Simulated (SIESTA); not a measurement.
Write the native input for SIESTA 5.4.2 that does the following.

| Quantity | Value |
| --- | --- |
| Task | band structure |
| Functional | PBE |
| Potentials or basis | PseudoDojo 0.4 standard (PBE files) |
| Basis | TZP (energy shift 0.003 Ry) |
| Grid cutoff | 500 Ry |
| Energy shift | 0.003 Ry |
| k mesh | 10 × 10 × 3 |
| Occupations | fermi-dirac, width 0.05 eV |
| Spin | no spin polarisation |

The system is SiC.

```
Si C
1.0
     3.07569    0.00000    0.00000
    -1.53785    2.66363    0.00000
     0.00000    0.00000   10.07065
Si C
4 4
Direct
  0.00000 0.00000 0.18789
  0.00000 0.00000 0.68789
  0.33333 0.66667 0.43784
  0.66667 0.33333 0.93784
  0.00000 0.00000 0.00046
  0.00000 0.00000 0.50046
  0.33333 0.66667 0.24980
  0.66667 0.33333 0.74980
```

The cell is a database's computed one.

One way to write it, as run:

SiC.fdf

```
SystemName                      SiC
SystemLabel                     SiC
NumberOfSpecies                 2
NumberOfAtoms                   8
%block ChemicalSpeciesLabel
  1  14 Si
  2   6 C
%endblock ChemicalSpeciesLabel

LatticeConstant                 1.0 Ang
%block LatticeVectors
     3.0756941497     0.0000000000     0.0000000000
    -1.5378470748     2.6636292679     0.0000000000
     0.0000000000     0.0000000000    10.0706464800
%endblock LatticeVectors
AtomicCoordinatesFormat         Fractional
%block AtomicCoordinatesAndAtomicSpecies
     0.0000000000     0.0000000000     0.1878943800  1  Si
     0.0000000000     0.0000000000     0.6878943800  1  Si
     0.3333333333     0.6666666667     0.4378419800  1  Si
     0.6666666667     0.3333333333     0.9378419800  1  Si
     0.0000000000     0.0000000000     0.0004600500  2  C
     0.0000000000     0.0000000000     0.5004600500  2  C
     0.3333333333     0.6666666667     0.2498025900  2  C
     0.6666666667     0.3333333333     0.7498025900  2  C
%endblock AtomicCoordinatesAndAtomicSpecies

%block kgrid.MonkhorstPack
   10   0   0  0.0
    0  10   0  0.0
    0   0   3  0.0
%endblock kgrid.MonkhorstPack
XC.Functional                   GGA
XC.Authors                      PBE
PAO.BasisSize                   TZP
PAO.EnergyShift                 0.003 Ry
Mesh.Cutoff                     500 Ry
OccupationFunction              FD
ElectronicTemperature           0.05 eV
MaxSCFIterations                120
SCF.MustConverge                false
SCF.Mixer.Method                Pulay
SCF.Mixer.Weight                0.25
SCF.Mixer.History               8
SCF.DM.Tolerance                5.0e-05
SCF.H.Tolerance                 1.0e-03 eV
WriteForces                     true
Charge.Mulliken                 end
Charge.Hirshfeld                end
Charge.Voronoi                  end
SaveRho                         true
SaveElectrostaticPotential      true
BandLinesScale                  ReciprocalLatticeVectors
%block BandLines
    1    0.000000   0.000000   0.000000  \Gamma
   13    0.500000   0.000000   0.000000  M
    7    0.333333   0.333333   0.000000  K
   15    0.000000   0.000000   0.000000  \Gamma
    3    0.000000   0.000000   0.500000  A
   13    0.500000   0.000000   0.500000  L
    7    0.333333   0.333333   0.500000  H
   15    0.000000   0.000000   0.500000  A
    1    0.500000   0.000000   0.500000  L
    3    0.500000   0.000000   0.000000  M
    1    0.333333   0.333333   0.000000  K
    3    0.333333   0.333333   0.500000  H
%endblock BandLines
```

Potentials or basis: PseudoDojo 0.4 standard (PBE files), TZP (energy shift 0.003 Ry).

Launch:

```console
$ siesta SiC.fdf > SiC.out 2>&1
```

It gave:

The pressure is 7.1 GPa, the largest force is 0.021 eV/Å and the band gap on the k mesh is 2.22 eV, indirect (least direct gap 3.36 eV). The band gap along the path is 2.22 eV, indirect (least direct gap 3.36 eV). The hirshfeld charges are Si +0.28; C -0.28 e. The voronoi charges are Si +0.39; C -0.39 e.

Caveat: Mulliken charges of long-ranged orbitals can have an unphysical sign; the basis of atomic orbitals isn't converged, which shifts pressures, moduli and gaps.

Run time: 2.5 min on 1 thread of Intel(R) Xeon(R) 6975P-C (Granite Rapids), with other jobs on the host, peak memory 0.49 GiB.
